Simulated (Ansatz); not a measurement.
# WS2: the cell at several levels of theory, part 2 of 2

Ansatz 0.2.0, plane waves. The steps go on from the part before.

**3. Relaxation with r2SCAN+rVV10**

The cell of step 2 is the starting point.

input.yaml reads:

```yaml
crystal:
  lattice:
    - [3.1541498474, 0.0, 0.0]
    - [-1.5770749237, 2.7315738952, 0.0]
    - [0.0, 0.0, 12.143242216]
  atoms:
    - { symbol: W, position: [0.3333333333, 0.6666666667, 0.25] }
    - { symbol: W, position: [0.6666666667, 0.3333333333, 0.75] }
    - { symbol: S, position: [0.6666666667, 0.3333333333, 0.3796729634] }
    - { symbol: S, position: [0.6666666667, 0.3333333333, 0.1203270366] }
    - { symbol: S, position: [0.3333333333, 0.6666666667, 0.8796729634] }
    - { symbol: S, position: [0.3333333333, 0.6666666667, 0.6203270366] }
kpoints:
  mp_grid: { grid: [12, 12, 2] }
hamiltonian:
  xc: r2scan
  dispersion: rvv10
scf:
  occupations: { method: fermi_dirac, width: 0.02 }
relax:
  f_tol: 0.005
  cell: {}
```

Launch:

```console
> ansatz run input.yaml --threads 4 --pin off --max-ram 7372MiB --backend cpu --events-out ev --progress --plain --runs-dir out
```

What it wrote (excerpt; [...] marks lines left out):

```text
Warning: RAYON_NUM_THREADS=4 ignored (pool sized by the plan → 4); use --threads N
[...]
Pseudopotentials: kind: paw
Pseudopotential: W, paw, valence charge 14, recommended cutoff 500 eV (meta_gga), W.paw.azcp
Pseudopotential: S, paw, valence charge 6, recommended cutoff 500 eV (meta_gga), S.paw.azcp
Functional definition: r2SCAN+rVV10
[...]
Crystal: 6 atoms, lattice volume = 104.624 Å³
Basis set: ecut = 500 eV, 2625 PW (Γ), exchange–correlation on 108×108×400 points (64 copies of the dense FFT grid, shifted against one another)
Bands: 32, of which v1, the nominal top of the filled ones, is band 26 counted from 1 (25 counted from 0)
Symmetry: 24 space group operations
Space group: P63/mmc (ITA 194), of the structure as read, at distance tolerance 4.7e-5 Å
k-points: 38 of 288
[...]
rVV10 density: all electrons in the spheres
[...]
       -0.000000       0.001418       0.000000
        0.000000       0.000000       0.007067
  P = ⅓ Tr σ = 0.0033 GPa (0.033 kbar)
--- Relaxed structure (5 steps of the walk, 4 accepted, 1 SCFs on fresh bases) ---
  F+E_penalty+E_count = -24415.49657682 eV   max|allowed force component| = 9.200e-5 eV/Å   (the final SCF, on the basis selected at the relaxed cell)
  cell:  # Å, volume = 108.7011 Å³
    - [3.1699463526253973, 0.0, 0.0]
    - [-1.5849731763126986, 2.7452540700074186, 0.0]
    - [0.0, 0.0, 12.491070437302685]
  atoms:
    - { symbol: W, position: [0.33333333333333326, 0.6666666666666665, 0.24999999999999997] }
    - { symbol: W, position: [0.6666666666666665, 0.33333333333333326, 0.7499999999999999] }
    - { symbol: S, position: [0.6666666666666665, 0.33333333333333326, 0.37510791492359824] }
    - { symbol: S, position: [0.6666666666666665, 0.33333333333333326, 0.12489208507640169] }
    - { symbol: S, position: [0.33333333333333326, 0.6666666666666665, 0.8751079149235981] }
    - { symbol: S, position: [0.33333333333333326, 0.6666666666666665, 0.6248920850764016] }
```

Wall time 39 s (4 threads of Arm Neoverse V1, shared host); peak memory 0.85 GiB.

Step by step:

| step | energy change (meV/atom) | largest force (eV/Å) | pressure (GPa) | volume (Å³/atom) |
| --- | --- | --- | --- | --- |
| 1 | 0.0 | 0.2306 | 0.88 | 17.437 |
| 2* | 11.6 | 0.6305 | -0.46 | 19.055 |
| 3 | -4.5 | 0.0074 | 0.07 | 18.047 |
| 4 | -4.5 | 0.0065 | 0.06 | 18.094 |
| 5 | -4.5 | 0.0000 | 0.00 | 18.117 |
| 6 | -4.7 | 0.0001 | 0.00 | 18.117 |

A star marks a trial step that the optimiser took back.

Step 6 solves the same cell on a plane-wave basis chosen anew, so the energy can jump there without a move.

The table lists every geometry solved, with passes on a fresh basis, whose energies don't compare exactly with the rows above.

```
                         before     after   change
                a (Å)     3.154     3.170  +0.50 %
                c (Å)    12.143    12.491  +2.86 %
     volume (Å³/atom)    17.437    18.117  +3.90 %
shortest distance (Å)     2.407     2.407  -0.04 %
          space group  P6_3/mmc  P6_3/mmc     same
```

**4. Relaxation with PBE-D4**

Edit input.yaml of step 3 so:

```diff
@@ -15,4 +15,4 @@
 hamiltonian:
-  xc: r2scan
-  dispersion: rvv10
+  xc: pbe
+  dispersion: d4
 scf:
```

Launch:

```console
> ansatz run input.yaml --threads 4 --pin off --max-ram 7372MiB --backend cpu --events-out ev --progress --plain --runs-dir out
```

What it wrote (excerpt; [...] marks lines left out):

```text
Warning: RAYON_NUM_THREADS=4 ignored (pool sized by the plan → 4); use --threads N
[...]
[... 4 set-up lines as earlier in the session ...]
[...]
Crystal: 6 atoms, lattice volume = 104.624 Å³
Basis set: ecut = 420 eV, 2033 PW (Γ), exchange–correlation on 48×48×180 points (8 copies of the dense FFT grid, shifted against one another)
Bands: 32, of which v1, the nominal top of the filled ones, is band 26 counted from 1 (25 counted from 0)
[... 2 set-up lines as earlier in the session ...]
k-points: 38 of 288
[...]
SCF iter   1: F=—  HF=-24385.406359 eV  |F-HF|=—  |Δ(HF+E_count)|=         —  Δρ=5.14e-3  dr2=1.04e-2  ethr=1.77e-3  ⟨swp⟩=6.5  Hψ=5746  notcnv=0
[...]
        0.000000      -0.021302       0.000000
        0.000000       0.000000      -0.010192
  P = ⅓ Tr σ = -0.0176 GPa (-0.176 kbar)
--- Relaxed structure (3 steps of the walk, 2 accepted, 1 SCFs on fresh bases) ---
  F+E_penalty+E_count = -24385.41703909 eV   max|allowed force component| = 4.657e-3 eV/Å   (the final SCF, on the basis selected at the relaxed cell)
  cell:  # Å, volume = 105.1525 Å³
    - [3.1559047347103037, 0.0, 0.0]
    - [-1.5779523673551519, 2.733093672182713, 0.0]
    - [0.0, 0.0, 12.191049826114115]
  atoms:
    - { symbol: W, position: [0.33333333333333326, 0.6666666666666665, 0.24999999999999997] }
    - { symbol: W, position: [0.6666666666666665, 0.33333333333333326, 0.7499999999999999] }
    - { symbol: S, position: [0.6666666666666665, 0.33333333333333326, 0.3791918891610758] }
    - { symbol: S, position: [0.6666666666666665, 0.33333333333333326, 0.12080811083892413] }
    - { symbol: S, position: [0.33333333333333326, 0.6666666666666665, 0.8791918891610757] }
    - { symbol: S, position: [0.33333333333333326, 0.6666666666666665, 0.6208081108389242] }
```

It took 8.1 s on 4 threads of Arm Neoverse V1, shared host; peak memory 0.48 GiB.

Ionic steps:

| step | energy change (meV/atom) | largest force (eV/Å) | pressure (GPa) | volume (Å³/atom) |
| --- | --- | --- | --- | --- |
| 1 | 0.0 | 0.0032 | 0.25 | 17.437 |
| 2* | 0.1 | 0.0425 | -0.14 | 17.642 |
| 3 | -0.1 | 0.0046 | -0.02 | 17.525 |
| 4 | -0.1 | 0.0047 | -0.02 | 17.525 |

A star marks a trial step that the optimiser took back.

The table lists every geometry solved, with passes on a fresh basis, whose energies don't compare exactly with the rows above.

```
                         before     after   change
                a (Å)     3.154     3.156  +0.06 %
                c (Å)    12.143    12.191  +0.39 %
     volume (Å³/atom)    17.437    17.525  +0.51 %
shortest distance (Å)     2.407     2.408  +0.04 %
          space group  P6_3/mmc  P6_3/mmc     same
```

**5. Results**

This closing draws on all 2 parts.

```
       level  a (Å)   c (Å)  volume (Å³/atom)  space group  SCF geometries
  PBE-D3(BJ)  3.154  12.143            17.437     P6_3/mmc               8
r2SCAN+rVV10  3.170  12.491            18.117     P6_3/mmc               6
      PBE-D4  3.156  12.191            17.525     P6_3/mmc               4
```

The first relaxation changed the volume by -27.6 % from the start. The volume runs from PBE-D3(BJ) (least) to r2SCAN+rVV10 (most), a spread of 3.9 %, or 1.3 % in length if all axes shared it alike. A measured a is 3.1532 Å (quoted in “Random anion distribution in MSxSe2−x (M = Mo, W) crystals and nanosheets”, 2018, pmc:9078701); the misses are PBE-D3(BJ) +0.0 %, r2SCAN+rVV10 +0.5 %, PBE-D4 +0.1 %. A measured c is 12.32 Å (quoted in “Pressure coefficients for direct optical transitions in MoS2, MoSe2, WS2, and WSe2 crystals and semiconductor to metal transitions”, 2016, pmc:4877596); the misses are PBE-D3(BJ) -1.4 %, r2SCAN+rVV10 +1.4 %, PBE-D4 -1.0 %. 2 values of this kind are on record (12.32 to 12.323 Å); this one was drawn at random. The calculation is for a static lattice, without the thermal expansion and zero-point motion that a measured cell holds.
